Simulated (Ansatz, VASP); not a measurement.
# Two plane-wave programs on Si

The input INCAR:

```
SYSTEM = Si
ALGO = Normal
EDIFF = 1E-7
EDIFFG = -0.005
ENCUT = 600
GGA = PE
IBRION = 2
ISIF = 3
ISMEAR = 0
LASPH = .TRUE.
LCHARG = .FALSE.
LREAL = .FALSE.
LWAVE = .FALSE.
NELM = 100
NSW = 80
PREC = Accurate
SIGMA = 0.01
```

File KPOINTS:

```
k-points
0
G
  10 10 10
  0 0 0
```

POSCAR

```
Si
1.0
    0.0000000000      2.7150000000      2.7150000000
    2.7150000000      0.0000000000      2.7150000000
    2.7150000000      2.7150000000      0.0000000000
Si
2
Direct
    0.0000000000      0.0000000000      0.0000000000
    0.2500000000      0.2500000000      0.2500000000
```

Input for Ansatz:

```yaml
crystal:
  lattice:
    - [0.0, 2.715, 2.715]
    - [2.715, 0.0, 2.715]
    - [2.715, 2.715, 0.0]
  atoms:
    - { symbol: Si, position: [0.0, 0.0, 0.0] }
    - { symbol: Si, position: [0.25, 0.25, 0.25] }
scf:
  occupations: { method: gaussian, width: 0.01 }
output:
  forces: true
  stress: true
  eigenvalues: true
  write_density: true
  write_potential: true
  elf: true
  volumetric_format: npy
hamiltonian:
  xc: pbe
kpoints:
  mp_grid: { grid: [10, 10, 10] }
relax:
  f_tol: 0.005
  cell: { stress_tol: 0.02 }
```

Alike in both runs: task relaxation of cell and atoms; functional PBE; k mesh 10 × 10 × 10; occupations gaussian, width 0.01 eV; no spin polarisation.

```csv
,VASP,Ansatz
version,VASP 6.6.1,Ansatz 0.2.0
potentials or method,"VASP PAW PBE potentials, release 64 (Si)","scalar-relativistic, plane waves, PAW"
plane-wave cutoff (eV),600,420
valence electrons in the cell,8,8
```

Ansatz gave:

- gap on the k mesh at the Fermi level, each at its own relaxed structure (eV): 0.62
- relaxed volume (Å³/atom): 20.46
- relaxed cell length with the largest relative difference (Å): 3.868
- energy change over the relaxation (meV/atom): -3

Which values does VASP return?

gap on the k mesh at the Fermi level, each at its own relaxed structure (eV): 0.62; relaxed volume (Å³/atom): 20.44; relaxed cell length with the largest relative difference (Å): 3.867; energy change over the relaxation (meV/atom): -3.

A k mesh can miss the band edges.
